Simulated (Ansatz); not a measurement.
# Si2W: the cost of one run

Program: Ansatz 0.2.0. Level of theory: DFT r2SCAN, scalar-relativistic, plane waves, PAW. These are calculated values, not measurements.

2 further runs of the same task are left out: 2 set aside as unsound or not needed.

**1. The starting structure**

It takes space group I4/mmm (No. 139, tetragonal). Conventional cell: a = 3.211 Å, b = 3.211 Å, c = 7.805 Å, α = 90.00°, β = 90.00°, γ = 90.00°. Si (site symmetry 4mm) has 5 Si at 2.58 to 2.63 Å and 5 W at 2.61 Å as nearest neighbours. W (site symmetry 4/mmm) has 10 Si at 2.61 Å as nearest neighbours.

Structure file:

```cif
data_structure
_symmetry_space_group_name_H-M 'P 1'
_symmetry_Int_Tables_number 1
_cell_length_a 3.2113
_cell_length_b 3.2113
_cell_length_c 7.8046
_cell_angle_alpha 90.000
_cell_angle_beta 90.000
_cell_angle_gamma 90.000
_cell_volume 80.48
loop_
_atom_site_label
_atom_site_type_symbol
_atom_site_fract_x
_atom_site_fract_y
_atom_site_fract_z
_atom_site_occupancy
Si1 Si 0.00000 0.00000 0.33482 1
Si2 Si 0.50000 0.50000 0.16518 1
Si3 Si 0.50000 0.50000 0.83482 1
Si4 Si 0.00000 0.00000 0.66518 1
W1 W 0.00000 0.00000 0.00000 1
W2 W 0.50000 0.50000 0.50000 1
```

The unstrained cell was computed beforehand with the same settings: E(σ→0) = -23352.7339 eV for 6 atoms, gap none (metal).

**2. The cell strained by -1.5 %**

input.yaml reads:

```yaml
crystal:
  lattice:
    - [3.163123706, 0.0, 0.0]
    - [0.0, 3.2233354516, 0.0]
    - [0.0, 0.0, 7.8338835074]
  atoms:
    - { symbol: Si, position: [0.0, 0.0, 0.3348248948] }
    - { symbol: Si, position: [0.5, 0.5, 0.1651751052] }
    - { symbol: Si, position: [0.5, 0.5, 0.8348248948] }
    - { symbol: Si, position: [0.0, 0.0, 0.6651751052] }
    - { symbol: W, position: [0.0, 0.0, 0.0] }
    - { symbol: W, position: [0.5, 0.5, 0.5] }
basis:
  ecutwfc: 500
kpoints:
  mp_grid: { grid: [12, 12, 6] }
hamiltonian:
  xc: r2scan
scf:
  occupations: { method: gaussian, width: 0.1 }
output:
  forces: true
  stress: true
  eigenvalues: true
relax:
  adjacent_minimum: "off"
  f_tol: 0.008
  max_steps: 40
  cell: { stress_tol: 0.015, fix: [a, angles] }
```

The run is started by

```sh
ansatz run input.yaml --threads 1 --pin off --max-ram 2560MiB --backend cpu --events-out ev --progress --plain --runs-dir out
```

What time and memory should one allow on 1 thread of Intel Xeon 6975P-C (Granite Rapids), shared host?

About 1.8 min, with a peak of 0.88 GiB.
